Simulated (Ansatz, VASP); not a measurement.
## W in VASP and in Ansatz

```xyz
1
Lattice="-1.5679 1.5679 1.5679 1.5679 -1.5679 1.5679 1.5679 1.5679 -1.5679" Properties=species:S:1:pos:R:3 pbc="T T T"
W     0.0000    0.0000    0.0000
```

Alike in both runs: task single point; functional LDA; k mesh 18 × 18 × 18; occupations gaussian, width 0.05 eV; no spin polarisation.

```csv
,VASP,Ansatz
version,VASP 6.6.1,Ansatz 0.2.0
potentials or method,"VASP PAW LDA potentials, release 64 (W_sv)","scalar-relativistic, plane waves, PAW"
plane-wave cutoff (eV),520,420
valence electrons in the cell,14,14
```

Ansatz gave:

* pressure (GPa): 0.1

**Question.** Estimate VASP's values.

**Answer.** Pressure (GPa): 2.1.

The runs have no spin-orbit coupling, so splittings on W are missing.
